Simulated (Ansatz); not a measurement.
Runs of Ansatz 0.2.0 on MnO. The structure is cubic, space group Fm-3m (No. 225). The conventional cell has a = 4.448 Å, b = 4.448 Å, c = 4.448 Å, α = 90.00°, β = 90.00°, γ = 90.00°. Mn (site symmetry m-3m) is surrounded by 6 O at 2.22 Å. O (site symmetry m-3m) is surrounded by 6 Mn at 2.22 Å. The cell is a database's computed one.

| share of exact exchange | mesh quality | gap on the mesh (eV) | pressure (GPa) | moment (μB) |
| --- | --- | --- | --- | --- |
| 0 | coarse | (c) | 0.2 | 4.99 |
| 0.35 | not flagged | 3.54 | -2.2 | 5.00 |
| 0.5 | not flagged | 5.13 | -3.2 | 5.00 |
| 0.15 | not flagged | (a) | -0.8 | 5.00 |
| 0.1 | not flagged | 0.92 | (b) | 5.00 |

Alike in all rows: task single point; level r2SCAN0 form with a typed share of exact exchange; potentials or basis Ansatz PAW; spin collinear, ferromagnetic start; cell as given; k mesh 6 × 6 × 6; cutoff (eV) 500; smearing fermi-dirac 0.05 eV.

Question: Fill in the values left out.

Answer: (a) 1.44; (b) -0.4; (c) none.

Caveats: some runs use coarse meshes; the magnetic or orbital state may not be the lowest; a cell with one magnetic atom can't hold antiferromagnetic order, which such compounds often take; the PAW data sets come from PBE, with cores solved anew for the run's functional, which leaves a small shift of forces and pressure; the thresholds are loose for stress (some runs).

A k mesh can miss the band edges.

Runs at the PBE level aren't shown here.
